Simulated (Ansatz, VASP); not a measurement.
## Al: VASP beside Ansatz

```
Al
1.0
     0.00000    2.03057    2.03057
     2.03057    0.00000    2.03057
     2.03057    2.03057    0.00000
Al
1
Direct
  0.00000 0.00000 0.00000
```

Alike in both runs: functional revPBE; k mesh 18 × 18 × 18; occupations fermi-dirac, width 0.025 eV; no spin polarisation.

Ansatz relaxed the structure, and its values are those at the end. VASP's run is a single point on that final structure, the one shown.

|  | VASP | Ansatz |
| --- | --- | --- |
| version | VASP 6.6.1 | Ansatz 0.2.0 |
| potentials or method | VASP PAW PBE potentials, release 64 (Al) | PAW with Ansatz's default frozen-core files, scalar-relativistic |
| plane-wave cutoff (eV) | 520 | 420 |
| valence electrons in the cell | 3 | 3 |

Ansatz gave:

| Item | Value |
| --- | --- |
| gap on the k mesh at the Fermi level (eV) | none |
| pressure (GPa) | 0.0 |

Q: Which values does VASP return?

A: gap on the k mesh at the Fermi level (eV): none; pressure (GPa): -0.2.

A gap of «none» marks a metal or a gap that the smearing closes. The functional is the same, so the differences come from potentials, cutoffs and numerics.

Caveats: the PAW data sets were made with another functional, which shifts forces and pressure a little (VASP).
